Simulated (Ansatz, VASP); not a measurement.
This is a calculation of Pd for Ansatz 0.2.0.

input.yaml

```yaml
crystal:
  lattice:
    - [0.0, 1.9465, 1.9465]
    - [1.9465, 0.0, 1.9465]
    - [1.9465, 1.9465, 0.0]
  atoms:
    - { symbol: Pd, position: [0.0, 0.0, 0.0] }
hamiltonian:
  xc: rpbe
  pseudopotentials: { kind: paw }
kpoints:
  mp_grid: { grid: [12, 12, 12] }
scf:
  occupations: { method: gaussian, width: 0.1 }
output:
  forces: true
  stress: true
  eigenvalues: true
```

Potentials or basis: Ansatz PAW.

Run with:

```bash
$ ansatz run input.yaml --threads 2 --pin off --max-ram 5632MiB --backend cpu --events-out ev --progress --plain --runs-dir out
```

Translate it to VASP 6.6.1. Potentials there: VASP PAW PBE potentials, release 64 (Pd).

As run (the cutoff follows the program's own potentials):

File run.py:

```python
from ase.calculators.vasp import Vasp
from ase.dft.bandgap import bandgap
from ase.io import read

atoms = read('Pd.xyz')
calc = Vasp(
    directory='calc',
    xc='rpbe',
    pp='PBE',
    setups='recommended',
    prec='Accurate',
    encut=520,
    ediff=1e-07,
    ismear=0,
    sigma=0.1,
    lreal=False,
    lasph=True,
    nelm=80,
    algo='Normal',
    isif=2,
    lwave=False,
    lcharg=False,
    kpts=[12, 12, 12],
    gamma=True,
)
atoms.calc = calc

print('energy (eV):', atoms.get_potential_energy())
print('free energy (eV):', atoms.get_potential_energy(force_consistent=True))
print('forces (eV/A):')
print(atoms.get_forces())
print('stress (eV/A^3, Voigt):', atoms.get_stress())
print('Fermi level (eV):', calc.get_fermi_level())
gap, top, bottom = bandgap(calc)
print('band gap (eV):', gap, 'from (spin, k, band)', top, 'to', bottom)
```

Contents of Pd.xyz:

```xyz
1
Lattice="0.0000000000 1.9465000000 1.9465000000 1.9465000000 0.0000000000 1.9465000000 1.9465000000 1.9465000000 0.0000000000" Properties=species:S:1:pos:R:3 pbc="T T T"
Pd     0.0000000000      0.0000000000      0.0000000000
```

Potentials or basis: VASP PAW PBE potentials, release 64 (Pd).

Launch:

```sh
$ python run.py
```

Both were run:

|  | VASP | Ansatz | Ansatz less VASP |
| --- | --- | --- | --- |
| gap on the k mesh at the Fermi level (eV) | none | none | - |
| pressure (GPa) | 11.3 | 11.6 | +0.30 |

A gap of «none» marks a metal or a gap that the smearing closes. With one functional, cell and mesh, what is left measures potentials, basis and numerics. The two sets of potentials don't hold the same shells in valence.

Caveats: the PAW data sets were made with another functional, which shifts forces and pressure a little (VASP); the PAW data sets come from PBE, with cores solved anew for the run's functional, which leaves a small shift of forces and pressure (Ansatz).
